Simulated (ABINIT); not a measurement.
# BAs (F-43m): G0W0 with ABINIT, start to end, part 3 of 3

Wanted: ground state, empty states, screening and self-energy for BAs (F-43m).

ABINIT 10.8.3; LDA and many-body steps on it, plane waves. Known limits of the many-body steps: not at the basis limit; exchange with frozen shells missing; no spin-orbit coupling; coarse k mesh.

So far. Step 3 (Bands along the symmetry lines): The gap is 1.158 eV, as in the run before at this level. Step 4 (Empty states on the mesh, 4×4×4 mesh, 46 bands): On this mesh the gap is 1.352 eV. The earlier step found 1.158 eV, so this mesh misses an edge.

## Step 5: Screening, 4×4×4 mesh, 42 bands, screening to 130.6 eV

The RPA dielectric matrix is built and inverted for each q.

This step: RPA screening on LDA, plane waves, norm-conserving pseudopotentials.

run.abi reads:

```
acell 3*1.0 Angstrom
rprim 
  -0.000000000000 2.388500000000 2.388500000000
  2.388500000000 -0.000000000000 2.388500000000
  2.388500000000 2.388500000000 -0.000000000000
ntypat 2
znucl 5 33
natom 2
typat 1 2
xred 
  0.000000000000 0.000000000000 0.000000000000
  0.250000000000 0.250000000000 0.250000000000
pp_dirpath "pseudos"
pseudos "B.upf, As.upf"
ecut 34
ngkpt 4 4 4
nshiftk 1
shiftk 0 0 0
kptopt 1
chksymbreak 0
istwfk *1
occopt 1
irdwfk 1
optdriver 3
nband 42
ecuteps 4.8
inclvkb 2
awtr 1
symchi 1
indata_prefix "in"
outdata_prefix "out"
tmpdata_prefix "tmp"
```

Started as:

```console
OMP_NUM_THREADS=1 mpirun -n 4 abinit run.abi > log
```

Numbers of over 12 decimals in the logs are rounded to 6 here.

What it wrote:

```text
.Version 10.8.3 of ABINIT. v10.8.2 released Aug 2026.

 Symmetries : space group F-4 3 m (#216); Bravais cF (face-center cubic)
[... echo of the input left out ...]
== DATASET  1 ==================================================================
-   mpi_nproc: 4, omp_nthreads: 1 (-1 if OMP is not activated)

--- !DatasetInfo
iteration_state: {dtset: 1, }
dimensions: {natom: 2, nkpt: 8, mband: 42, nsppol: 1, nspinor: 1, nspden: 1, mpw: 1807, }
cutoff_energies: {ecut:  34.0, pawecutdg:  -1.0, }
electrons: {nelect:   1.80000000E+01, charge:   0.00000000E+00, occopt:   1.00000000E+00, tsmear:   1.00000000E-02, }

 SCREENING: Calculation of the susceptibility and dielectric matrices

 Based on a program developped by R.W. Godby, V. Olevano, G. Onida, and L. Reining.
 Incorporated in ABINIT by V. Olevano, G.-M. Rignanese, and M. Torrent.
.Using double precision arithmetic ; gwpc =  8

[... cell and pseudopotentials left out ...]
--------------------------------------------------------------------------------

 ==== K-mesh for the wavefunctions ====
 Number of points in the irreducible wedge :     8
[... list of points left out ...]
 Together with 24 symmetry operations and time-reversal symmetry
 yields    64 points in the full Brillouin Zone.

 ==== Q-mesh for the screening function ====
 Number of points in the irreducible wedge :     8
[... list of points left out ...]
 Together with 24 symmetry operations and time-reversal symmetry
 yields    64 points in the full Brillouin Zone.

 setmesh: FFT mesh size selected  =    24x   24x   24
          total number of points  =        13824

 vcoul_init : cutoff-mode = AUXILIARY_FUNCTION
 q-points for optical limit:   1
     1)      0.000010    0.000020    0.000030

- screening: taking advantage of time-reversal symmetry
- Maximum band index for partially occupied states nbvw = 9
- Remaining bands to be divided among processors   nbcw = 33
- Number of bands treated by each node ~8

 Number of electrons calculated from density =   18.0000; Expected =   18.0000
 average of density, n =  0.097875
 r_s =    1.3461
 omega_plasma =   30.1780 [eV]

 calculating chi0 at frequencies [eV] :
  1    0.000000E+00    0.000000E+00
  2    0.000000E+00    3.017802E+01

--------------------------------------------------------------------------------
  q-point number  1        q = ( 0.000000, 0.000000, 0.000000) [r.l.u.]
--------------------------------------------------------------------------------
[... chi0 elements left out ...]
 For q-point:  0.000010 0.000020 0.000030
  dielectric constant =  14.1213
  dielectric constant without local fields =  15.4728

  Average fulfillment of the sum rule on Im[epsilon] for q-point    1 :     44.67  [%]
[... wings left out ...]
  q-point number  2        q = ( 0.250000, 0.000000, 0.000000) [r.l.u.]
--------------------------------------------------------------------------------
[... chi0 elements left out ...]
  Average fulfillment of the sum rule on Im[epsilon] for q-point    2 :     57.84  [%]

 [... 6 further q-points ...]
```

It took 4.7 s on 4 MPI ranks of Arm Neoverse V2, shared host; peak memory 0.4 GiB.

This step gave:

```yaml
eps_infinity_with_local_fields_on_this_mesh_along_the_program_s_q_direction: 14.12
the_same_without_local_fields: 15.47
plasma_frequency: 30.18 eV
plane_waves_in_the_screening_matrix: 89
```

Local fields lower ε∞ by 9 %. On a Γ-centred mesh this coarse the value itself is usually too large, while a short band sum pulls it down.

## Step 6: Self-energy, 4×4×4 mesh, 42 bands, screening to 130.6 eV

The self-energy is evaluated for the states that the input lists, and the levels follow from it, in one-shot runs by the linearised quasiparticle equation.

This step: G0W0 on LDA, plane waves, norm-conserving pseudopotentials.

Edit run.abi of step 5 so:

```diff
@@ -23,8 +23,17 @@
 irdwfk 1
-optdriver 3
+optdriver 4
 nband 42
+gwcalctyp 0
+ecutsigx 34
+symsigma 1
+nkptgw 2
+kptgw 
+  0.0000000000 0.0000000000 0.0000000000
+  0.5000000000 0.5000000000 0.0000000000
+bdgw 
+  7 12
+  8 11
 ecuteps 4.8
-inclvkb 2
-awtr 1
-symchi 1
+irdscr 1
+ppmodel 1
 indata_prefix "in"
```

What it wrote:

```text
.Version 10.8.3 of ABINIT. v10.8.2 released Aug 2026.

 Symmetries : space group F-4 3 m (#216); Bravais cF (face-center cubic)
[... echo of the input left out ...]
== DATASET  1 ==================================================================
-   mpi_nproc: 4, omp_nthreads: 1 (-1 if OMP is not activated)

--- !DatasetInfo
iteration_state: {dtset: 1, }
dimensions: {natom: 2, nkpt: 8, mband: 42, nsppol: 1, nspinor: 1, nspden: 1, mpw: 1807, }
cutoff_energies: {ecut:  34.0, pawecutdg:  -1.0, }
electrons: {nelect:   1.80000000E+01, charge:   0.00000000E+00, occopt:   1.00000000E+00, tsmear:   1.00000000E-02, }

 SIGMA: Calculation of the GW corrections

 Based on a program developped by R.W. Godby, V. Olevano, G. Onida, and L. Reining.
 Incorporated in ABINIT by V. Olevano, G.-M. Rignanese, and M. Torrent.
.Using double precision arithmetic ; gwpc =  8

[... cell and pseudopotentials left out ...]
--------------------------------------------------------------------------------

 ==== K-mesh for the wavefunctions ====
 Number of points in the irreducible wedge :     8
[... list of points left out ...]
 Together with 24 symmetry operations and time-reversal symmetry
 yields    64 points in the full Brillouin Zone.

 ==== Q-mesh for screening function ====
 Number of points in the irreducible wedge :     8
[... list of points left out ...]
 Together with 24 symmetry operations and time-reversal symmetry
 yields    64 points in the full Brillouin Zone.

 vcoul_init : cutoff-mode = AUXILIARY_FUNCTION
 q-points for optical limit:   1
     1)      0.000010    0.000020    0.000030
 setmesh: FFT mesh size selected  =    36x   36x   36
          total number of points  =        46656

 Number of electrons calculated from density =   18.0000; Expected =   18.0000
 average of density, n =  0.097875
 r_s =    1.3461
 omega_plasma =   30.1780 [eV]

 === KS Band Gaps ===
  >>>> For spin  1
   Minimum direct gap =   3.2646 [eV], located at k-point      :   0.0000  0.0000  0.0000
   Fundamental gap    =   1.3515 [eV], Top of valence bands at :   0.0000  0.0000  0.0000
                                       Bottom of conduction at :   0.5000  0.5000  0.0000
 SIGMA fundamental parameters:
 PLASMON POLE MODEL  1
 number of plane-waves for SigmaX                 1807
 number of plane-waves for SigmaC and W             89
 number of plane-waves for wavefunctions          1807
 number of bands                                    42
 number of independent spin polarizations            1
 number of spinorial components                      1
 number of k-points in IBZ                           8
 number of q-points in IBZ                           8
 number of symmetry operations                      24
 number of k-points in BZ                           64
 number of q-points in BZ                           64
 number of frequencies for dSigma/dE                 9
 frequency step for dSigma/dE [eV]                0.25
 number of omega for Sigma on real axis              0
 max omega for Sigma on real axis  [eV]           0.00
 zcut for avoiding poles [eV]                     0.10

 EPSILON^-1 parameters (SCR file):
 dimension of the eps^-1 matrix on file             89
 dimension of the eps^-1 matrix used                89
 number of plane-waves for wavefunctions          1807
 number of bands                                    42
 number of q-points in IBZ                           8
 number of frequencies                               2
 number of real frequencies                          1
 number of imag frequencies                          1

 matrix elements of self-energy operator (all in [eV])

 Perturbative Calculation

--- !SelfEnergy_ee
iteration_state: {dtset: 1, }
kpoint     : [   0.000,    0.000,    0.000, ]
spin       : 1
KS_gap     :    3.265
QP_gap     :    4.098
Delta_QP_KS:    0.833
data: !SigmaeeData |
     Band     E0 <VxcDFT>   SigX SigC(E0)      Z dSigC/dE  Sig(E)    E-E0       E
        7   6.440 -13.886 -15.788   1.529   0.806  -0.241 -14.187  -0.302   6.139
        8   6.440 -13.886 -15.788   1.529   0.806  -0.241 -14.187  -0.302   6.139
        9   6.440 -13.886 -15.788   1.529   0.806  -0.241 -14.187  -0.302   6.139
       10   9.705 -12.825  -8.273  -3.896   0.809  -0.236 -12.294   0.531  10.236
       11   9.705 -12.825  -8.273  -3.896   0.809  -0.236 -12.294   0.531  10.236
       12   9.705 -12.825  -8.273  -3.896   0.809  -0.236 -12.294   0.531  10.236

--- !SelfEnergy_ee
iteration_state: {dtset: 1, }
kpoint     : [   0.500,    0.500,    0.000, ]
spin       : 1
KS_gap     :    5.421
QP_gap     :    6.662
Delta_QP_KS:    1.241
data: !SigmaeeData |
     Band     E0 <VxcDFT>   SigX SigC(E0)      Z dSigC/dE  Sig(E)    E-E0       E
        8   2.371 -12.908 -16.448   2.750   0.792  -0.263 -13.534  -0.626   1.746
        9   2.371 -12.908 -16.448   2.750   0.792  -0.263 -13.534  -0.626   1.746
       10   7.792 -11.361  -6.620  -3.990   0.820  -0.220 -10.745   0.615   8.407
       11   7.889 -11.104  -6.492  -3.960   0.817  -0.224 -10.571   0.532   8.422

== END DATASET(S) ==============================================================
================================================================================

 -outvars: echo values of variables after computation  --------
           etotal      0.0000000000E+00
            nband          42
             nkpt           8
          spgroup         216
 [... the other variables as echoed above ...]

 Calculation completed.
```

Elapsed: 2.5 s, on 4 MPI ranks; peak memory 0.12 GiB; 9.6 s of CPU time.

Numbers from this step:

| Property | Result |
| --- | --- |
| G0W0 gap on the points computed | 2.268 eV |
| starting gap on the mesh | 1.352 eV |
| k of the valence top | 0, 0, 0 |
| k of the conduction bottom | 0.5, 0.5, 0 |
| Z at the valence top | 0.806 |
| Z at the conduction bottom | 0.82 |
| least direct G0W0 gap on the computed points | 4.097 eV |

The gap on the mesh goes from 1.35 eV to 2.27 eV, a correction of +0.92 eV. The start differs from the 1.16 eV found before because the two sample other k points.

Limits: finite bands, cutoff and mesh; exchange with frozen shells missing; no spin-orbit coupling; coarse k mesh. v1 is the top filled band, c1 the lowest empty one. Levels before and after the correction, in eV, zero at the valence-band top of each column:

```
           conduction bottom  valence top
Kohn-Sham               1.35         0.00
     G0W0               2.27         0.00
```

```
                       level  energy (eV)
Kohn-Sham            Γ v3-v1        0.000
Kohn-Sham            Γ c1-c3        3.265
Kohn-Sham  (0.5 0.5 0) v2-v1       -4.069
Kohn-Sham     (0.5 0.5 0) c1        1.352
Kohn-Sham     (0.5 0.5 0) c2        1.449
     G0W0            Γ v3-v1        0.000
     G0W0            Γ c1-c3        4.097
     G0W0  (0.5 0.5 0) v2-v1       -4.393
     G0W0     (0.5 0.5 0) c1        2.268
     G0W0     (0.5 0.5 0) c2        2.283
```

## Step 7: Where the time went

Times are wall times on 4 MPI ranks of Arm Neoverse V2, shared host, good to a factor of about two.

```
                          step   time  share  memory (GiB)
                  ground state  6.5 s   26 %          0.27
bands along the symmetry lines  5.9 s   23 %          0.26
      empty states on the mesh  5.8 s   23 %          0.25
                     screening  4.7 s   18 %           0.4
                   self-energy  2.5 s   10 %          0.12
```

## Step 8: Results

| Item | Value |
| --- | --- |
| LDA gap | 1.16 eV, indirect |
| G0W0 gap on the mesh | 2.27 eV |
| G0W0 gap over the zone (rigid shift) | 2.07 eV |
| GW settings | 4×4×4 mesh, 42 bands, screening to 130.6 eV, Godby-Needs plasmon pole |
| known limits | not at the basis limit; exchange with frozen shells missing; no spin-orbit coupling; coarse k mesh |

**Reading.** G0W0 moves the gap on the mesh from 1.35 eV to 2.27 eV (+0.92 eV), with Z of 0.81 and 0.82 at the edges. The mesh misses the band edges by 0.19 eV in all; a rigid shift gives 2.07 eV for the zone. Local fields lower the RPA ε∞ on this mesh from 15.47 to 14.12; a Γ-centred mesh this coarse tends to raise both, most where the direct gap is narrow, while a short band sum lowers them. Only 2 of the mesh's irreducible points were corrected, so a valley elsewhere could overtake. Against experiment, by G0W0@LDA: the gap of 2.07 eV lies +0.05 eV from the measured 2.02 eV (indirect, 300 K, 2019); the direct gap of 4.10 eV lies −0.02 eV from the measured 4.12 eV (direct, 300 K, 2019); the gap of 2.07 eV lies +0.25 eV from the measured 1.82 eV (indirect, 300 K, 2019). An exciton line or allowed optical edge lies below the quasiparticle gap by the binding energy; a forbidden edge can push the onset above it. The calculation has static nuclei and no excitons; a measured gap holds zero-point and thermal motion, which mostly lowers it. Bands and cutoff are finite, so the gap is not at the basis limit. The miss can reach some tenths of an eV and take either sign; the mesh is an error of its own. In the G0W0 run levels were corrected at 2 k points alone, so a gap called «on the mesh» is the least over those, and an edge elsewhere would be missed. A denser mesh or path gives a starting gap of 1.16 eV: the GW mesh misses a band edge, so its gaps are not the fundamental one. The 4×4×4 mesh is coarse for this cell, which bears on the long-range parts of exchange and screening. The norm-conserving file of at least one element keeps a d shell over frozen s and p shells of the same row. Exchange with those shells is missing from the self-energy, an error of 0.3 to 0.9 eV in cases checked, whose sign depends on which edge lies on those atoms. The many-body steps are scalar-relativistic: spin-orbit coupling is not in them.

[Paths, hosts, dates, memory and timing lines, banners, echoed tables and standing remarks are left out of the program output.]

[Logs are printed without paths, hosts, clocks, repeated set-up lines and the standing remarks that a program may print on its own settings, such as how far it seeks lower states.]

[Runs of the session that timed out or met a known fault of the program may be left out.]

[Hosts, paths, dates, database ids (printed as entryN), source tags and the programs' standing remarks are cut or masked in the printed files.]

[G0W0 gaps are taken among the corrected bands and points alone; a level outside them can change the order at an edge.]

[Where Ansatz stands beside ABINIT at settings called matched, ABINIT's density can come from a denser mesh and the files from another edition; pairs whose starting gaps differed by over 0.03 eV were left out, so agreement reads better than it is.]
